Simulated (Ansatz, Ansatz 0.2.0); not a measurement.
# Enthalpy of formation of ZrNi from LDA and PBEsol: effects of relaxation, cutoff and k mesh

## Starting point

The reference is the standard enthalpy of formation of equiatomic ZrNi from the solid elements at room temperature, −0.523 ± 0.016 eV per atom. It was obtained by high-temperature calorimetry and is a literature value compiled in "Experimental formation enthalpies for intermetallic phases and other inorganic compounds" (2017, PubMed Central 5654376). Calorimetry of this kind measures heats of reaction or solution, from which the enthalpy of formation follows by a thermochemical cycle. An incomplete reaction, a second phase or oxygen taken up by the zirconium would therefore enter the result. ZrNi is a stable, ordered line compound, which makes the assignment of the heat to one phase comparatively safe, and the value agrees with the general thermochemical picture of this compound.

| compared with | measured | source's wording or label | T (K) | method |
| --- | --- | --- | --- | --- |
| ΔH per atom (eV/atom) | −0.523 ± 0.016 | -0.523 ± 0.016 eV/atom | room temperature | high-temperature calorimetry |

Conditions are those given with the value in the passage it was taken from; "not stated" means there, and the paper may say more elsewhere. The values are a selection: others may have been left out beforehand as unlike or outlying.

## Choices

The aim is the cheapest level of theory that gives the enthalpy of formation within 0.05 eV per atom of the calorimetric value. This limit is about three times the experimental uncertainty and is comparable with the error usually expected of semilocal functionals for compounds between metals.

The model is the perfect Cmcm crystal with four atoms in the primitive cell. Its energy is compared with those of the elements in their standard structures, hcp zirconium and fcc nickel. Nickel is ferromagnetic in its standard state, so the treatment of its moment bears directly on the reference energy. The calculations are static, whereas the measurement refers to room temperature; zero-point and thermal contributions largely cancel between compound and elements, leaving roughly 0.01 eV per atom.

The work begins with LDA in fixed cells. Relaxation comes next, then gradient corrections and, where the results call for them, dearer functionals. Cutoff and k mesh are to be checked at the level on which the verdict rests.

Plain PBE isn't shown in this study.

System: ZrNi, orthorhombic Cmcm intermetallic; Cmcm (No. 63), 4 atoms in the primitive cell; the database structure is a diffraction structure: a = 3.268 Å, b = 9.937 Å, c = 4.101 Å; structure from the Crystallography Open Database.

On the selection of runs and values: Further runs on this system are not shown.

## 1. LDA in the database cells

Single-point energies in the diffraction cells avoid all relaxation and give a first value at little cost. LDA usually binds solids too strongly, and some of that error should cancel between the compound and the two metals; a formation enthalpy somewhat too negative is expected. Since LDA prefers smaller cells than experiment finds, the fixed cells also leave compound and elements under strain, and the difference of these strain energies remains in the result.

**Run 1.** Ansatz 0.2.0: LDA, compound and elements in their database cells, PAW set soft_2, cutoff 420 eV, 12x12x8 k mesh, Gaussian smearing 0.1 eV.

Key lines of the input:
```
crystal:
  # lattice and atoms
kpoints:
  mp_grid: { grid: [12, 12, 8] }
hamiltonian:
  xc: lda
scf:
  occupations: { method: gaussian, width: 0.1 }
output:
  forces: true
  stress: true
basis:
  ecutwfc: 420.0
```

Command:
```
ansatz run input.yaml --threads 4 --pin off --max-ram 8192MiB --backend cpu --events-out ev --progress --plain --runs-dir out
```

Selected lines of the output:
```
[ZrNi, 4 atoms, space group Cmcm, 12x12x8 mesh] E sigma→0 (E₀):  -19703.542190 eV
[Ni, 1 atoms, space group Fm-3m, 20x20x20 mesh, spin-polarised] E sigma→0 (E₀):  -5773.322825 eV
[Zr, 2 atoms, space group P6_3/mmc, 15x15x8 mesh] E sigma→0 (E₀):  -8154.866290 eV
```

Converged; 11 s on 4 cores of Arm Neoverse V1, shared host.

| quantity | run 1 | measured | deviation |
| --- | --- | --- | --- |
| ΔH per atom (eV/atom) | −0.5076 | −0.523 ± 0.016 | +0.0154 (+3.0 %) |
| ΔH per mole of formula units (kJ/mol) | −97.94 |  |  |
| conventional cell volume (Å³) | 133.18 |  |  |

The fixed-cell LDA value is 0.015 eV per atom less negative than calorimetry, well inside the limit of 0.05 eV and about as far off as the experimental uncertainty. The expected overbinding does not appear. This is not yet the formation enthalpy that LDA predicts, because none of the three solids is at its own LDA minimum. Strain in the compound makes the result less negative and strain in the elements makes it more negative, so the sign of the net effect is open.

## 2. Relaxing compound and elements in LDA

Relaxation at the same cutoff and k mesh removes the strain and changes nothing else. The cells should shrink, and all three energies must fall. Since the strain energies partly cancel, a shift of the formation enthalpy by no more than a few hundredths of an eV per atom is expected, which could still matter against the chosen limit.

**Run 2.** Ansatz 0.2.0: LDA, compound and elements relaxed, PAW set soft_2, cutoff 420 eV, 12x12x8 k mesh, Gaussian smearing 0.1 eV.

Key lines of the input, as changed from run 1:
```diff
+ relax:
+   adjacent_minimum: "off"
+   f_tol: 0.005
+   max_steps: 60
+   cell: { stress_tol: 0.03 }
```

Selected lines of the output:
```
[ZrNi, 4 atoms, space group Cmcm, 12x12x8 mesh] E sigma→0 (E₀):  -19703.656077 eV
[Ni, 1 atoms, space group Fm-3m, 20x20x20 mesh, spin-polarised] E sigma→0 (E₀):  -5773.378137 eV
[Zr, 2 atoms, space group P6_3/mmc, 15x15x8 mesh] E sigma→0 (E₀):  -8154.927062 eV
```

Converged; wall time 74 s.

| quantity | run 2 | measured | deviation |
| --- | --- | --- | --- |
| ΔH per atom (eV/atom) | −0.4932 | −0.523 ± 0.016 | +0.0298 (+5.7 %) |
| ΔH per mole of formula units (kJ/mol) | −95.17 |  |  |
| conventional cell volume (Å³) | 125.74 |  |  |

Relaxation makes the formation enthalpy less negative by 0.014 eV per atom. The compound gains 0.028 eV per atom, while the elements gain 0.043 eV per atom on average, most of it from nickel with 0.055 eV. In the fixed cells the elements were therefore more strained than the compound, and part of the close agreement there came from this imbalance.

The relaxed value lies 0.030 eV per atom above calorimetry, still within the limit of 0.05 eV. The conventional cell has shrunk by 5.6 % from the diffraction volume, a contraction in the direction usual for LDA, though rather a large one. The formation enthalpy probably suffers less from it, since LDA is expected to contract the elements as well.

## 3. Cutoff and k mesh in relaxed LDA

About 0.02 eV per atom remains between the relaxed value and the limit, so the numerical settings need a check before LDA is accepted. A higher cutoff and a denser k mesh are each tried separately against the relaxed run. A much lower cutoff is added to see whether the calculation can be made cheaper still. The denser mesh is expected to change little in a metal smeared by 0.1 eV; the low cutoff is the doubtful case, since the nickel 3d states are demanding and the cell relaxation depends on the stress.

**Run 3.** Ansatz 0.2.0: LDA, compound and elements relaxed, PAW set soft_2, cutoff 290 eV, 12x12x8 k mesh, Gaussian smearing 0.1 eV.

Key lines of the input, as changed from run 2:
```diff
  basis:
-   ecutwfc: 420.0
+   ecutwfc: 290.0
```

Selected lines of the output:
```
[ZrNi, 4 atoms, space group Cmcm, 12x12x8 mesh] E sigma→0 (E₀):  -19702.603387 eV
[Ni, 1 atoms, space group Fm-3m, 20x20x20 mesh, spin-polarised] E sigma→0 (E₀):  -5772.858557 eV
[Zr, 2 atoms, space group P6_3/mmc, 15x15x8 mesh] E sigma→0 (E₀):  -8154.853899 eV
```

Converged; wall time 2.6 min. Warnings: another step: cutoff_below_recommended; cutoff_below_recommended (in short: A typed cutoff is below a recommended value, from the records, the datasets' recipe or DFPT's needs, possibly lowering the density cutoff; compare with a higher-cutoff run).

**Run 4.** Ansatz 0.2.0: LDA, compound and elements relaxed, PAW set soft_2, cutoff 570 eV, 12x12x8 k mesh, Gaussian smearing 0.1 eV.

Key lines of the input, as changed from run 2:
```diff
  basis:
-   ecutwfc: 420.0
+   ecutwfc: 570.0
```

Selected lines of the output:
```
[ZrNi, 4 atoms, space group Cmcm, 12x12x8 mesh] E sigma→0 (E₀):  -19703.661333 eV
```

Converged; 88 s on 4 cores of Arm Neoverse V2, shared host.

**Run 5.** Ansatz 0.2.0: LDA, compound and elements relaxed, PAW set soft_2, cutoff 420 eV, 16x16x12 k mesh, Gaussian smearing 0.1 eV.

Key lines of the input, as changed from run 2:
```diff
  kpoints:
-   mp_grid: { grid: [12, 12, 8] }
+   mp_grid: { grid: [16, 16, 12] }
```

Selected lines of the output:
```
[Ni, 1 atoms, space group Fm-3m, 26x26x26 mesh, spin-polarised] E sigma→0 (E₀):  -5773.378185 eV
[Zr, 2 atoms, space group P6_3/mmc, 18x18x10 mesh] E sigma→0 (E₀):  -8154.925894 eV
```

Converged; wall time 2.8 min.

| quantity | run 3 | run 4 | run 5 | measured |
| --- | --- | --- | --- | --- |
| ΔH per atom (eV/atom) | −0.5081 | −0.4934 | −0.4938 | −0.523 ± 0.016 |
| ΔH per mole of formula units (kJ/mol) | −98.05 | −95.20 | −95.28 |  |
| conventional cell volume (Å³) | 126.34 | 125.71 | 125.69 |  |

The higher cutoff changes the formation enthalpy by 0.0002 eV per atom and the denser meshes, refined for the elements as well, by 0.0006 eV per atom. Both shifts are negligible beside the deviation of 0.030 eV per atom from calorimetry, which therefore belongs to neither cutoff nor k mesh.

The low cutoff brings the value 0.015 eV per atom closer to experiment, but for the wrong reason. Against the relaxed run at the intermediate cutoff, the energy per atom is about 0.52 eV too high for nickel and about 0.04 eV too high for zirconium, while the compound is about 0.53 eV too high per formula unit. The elements together are thus raised slightly more than the compound, and the remainder happens to point towards the measured value. The program also warns that this cutoff is below the recommended one and advises comparison with a higher cutoff; that comparison rules the setting out as a cheaper substitute.

## 4. PBEsol at the same settings

Relaxed LDA meets the target, but with a cell that is clearly too small and an error opposite in sign to the overbinding first expected. One step up to a gradient-corrected functional, at little extra cost, shows whether the formation enthalpy depends on these defects. PBEsol should bring the volume closer to diffraction. It may also stabilise ferromagnetic nickel more strongly than LDA does, which would lower the reference energy and make the formation enthalpy less negative.

**Run 6.** Ansatz 0.2.0: PBEsol, compound and elements relaxed, PAW set soft_2, cutoff 420 eV, 12x12x8 k mesh, Gaussian smearing 0.1 eV.

Key lines of the input, as changed from run 2:
```diff
  hamiltonian:
-   xc: lda
+   xc: pbesol
```

Converged; 78 s on 4 cores of Arm Neoverse V1, shared host.

| quantity | run 6 | measured | deviation |
| --- | --- | --- | --- |
| ΔH per atom (eV/atom) | −0.4758 | −0.523 ± 0.016 | +0.0472 (+9.0 %) |
| ΔH per mole of formula units (kJ/mol) | −91.82 |  |  |
| conventional cell volume (Å³) | 129.28 |  |  |

PBEsol corrects more than 40 % of the LDA volume error, leaving the cell 2.9 % below the diffraction volume, but the formation enthalpy moves 0.017 eV per atom further from calorimetry. The better cell does not bring a better reaction energy. The change has the sign expected from a more stable ferromagnetic nickel reference, though total energies from two functionals cannot isolate that contribution, and it remains a conjecture.

The deviation of 0.047 eV per atom is nominally inside the limit, by a margin of only 0.003 eV per atom. With an experimental uncertainty of 0.016 eV per atom, an equally good measurement could turn this into a miss, so the result for PBEsol is undecided. Relaxed LDA keeps a margin of 0.020 eV per atom, larger than that uncertainty, and its cutoff and k mesh have been checked. The target therefore calls for no dearer functional, and the work can end here.

## Table of results

| run | settings | ΔH per atom (eV/atom) | deviation | cost |
| --- | --- | --- | --- | --- |
| 1 | LDA, compound and elements in their database cells, cutoff 420 eV, 12x12x8 k mesh | −0.5076 | +0.0154 (+3.0 %) | under 1 core-min |
| 2 | LDA, compound and elements relaxed, cutoff 420 eV, 12x12x8 k mesh | −0.4932 | +0.0298 (+5.7 %) | 5 core-min |
| 3 | LDA, compound and elements relaxed, cutoff 290 eV, 12x12x8 k mesh | −0.5081 | +0.0149 (+2.9 %) | 10 core-min |
| 4 | LDA, compound and elements relaxed, cutoff 570 eV, 12x12x8 k mesh | −0.4934 | +0.0296 (+5.7 %) | 5.8 core-min |
| 5 | LDA, compound and elements relaxed, cutoff 420 eV, 16x16x12 k mesh | −0.4938 | +0.0292 (+5.6 %) | 11 core-min |
| 6 | PBEsol, compound and elements relaxed, cutoff 420 eV, 12x12x8 k mesh | −0.4758 | +0.0472 (+9.0 %) | 5.2 core-min |
|  | measured | −0.523 ± 0.016 |  |  |

Further runs on the same system, made beside this series (convergence steps with loose settings among them):

| further | settings | ΔH per atom (eV/atom) | deviation | cost |
| --- | --- | --- | --- | --- |
| F1 | r2SCAN, compound and elements relaxed, cutoff 520 eV, 12x12x8 k mesh | −0.4626 | +0.0604 (+11.6 %) | 21 core-min |
| F2 | r2SCAN+rVV10, compound and elements relaxed, cutoff 520 eV, 12x12x8 k mesh | −0.4585 | +0.0645 (+12.3 %) | 19 core-min |
| F3 | PBEsol+D3(BJ), compound and elements relaxed, cutoff 420 eV, 12x12x8 k mesh | −0.4796 | +0.0434 (+8.3 %) | 4.6 core-min |
| F4 | BLYP, compound and elements relaxed, cutoff 420 eV, 12x12x8 k mesh | −0.5360 | −0.0130 (−2.5 %) | 4.6 core-min |
| F5 | LDA, compound and elements relaxed, cutoff 420 eV, 6x6x6 k mesh | −0.4942 | +0.0288 (+5.5 %) | 91 core-s |
|  | measured | −0.523 ± 0.016 |  |  |

## Judgement

Relaxed LDA meets the target of 0.05 eV per atom. Its formation enthalpy is 0.030 eV per atom less negative than calorimetry, at a cost of 5 core-minutes. A higher cutoff and denser k meshes shift it by less than 0.001 eV per atom, and a coarser mesh gives nearly the same value for 91 core-seconds, making that the cheapest sound setting shown.

The fixed-cell run was cheaper still and closer to experiment, but it owed part of its agreement to unequal strain in compound and elements. The run at the lowest cutoff came close by chance, through incomplete cancellation of large basis errors, and took longer than the standard relaxation.

LDA's success probably also rests on cancellation, since its cell is 5.6 % smaller in volume than the diffraction cell. PBEsol improves the volume but not the enthalpy. With or without D3, it lies inside the limit by less than the experimental uncertainty; r2SCAN, with or without rVV10, lies outside by less than that uncertainty. These four cases remain undecided. The r2SCAN results also run against the usual tendency of its family to overbind intermetallics. BLYP comes within 0.013 eV per atom, on the more negative side, but one close enthalpy does not make it a reliable functional for metals.

Of the remaining LDA deviation, the measurement's uncertainty could account for 0.016 eV per atom and thermal and zero-point terms for roughly 0.01, of unsettled sign. The rest may come from the functional, including its description of ferromagnetic nickel, or from the PAW set and the smearing, whose effects are not shown in this report; the results do not separate these causes.

[Logs are printed without paths, hosts, clocks, repeated set-up lines and the standing remarks that a program may print on its own settings, such as how far it seeks lower states.]

[The runs shown are a pick from a larger set of finished runs; failed, doubtful and other runs were left out of it ahead of writing. So were measured values far from every level or from commonly accepted values, and agreement can look better than it is. Lines of input and output are excerpts and may be shortened.]
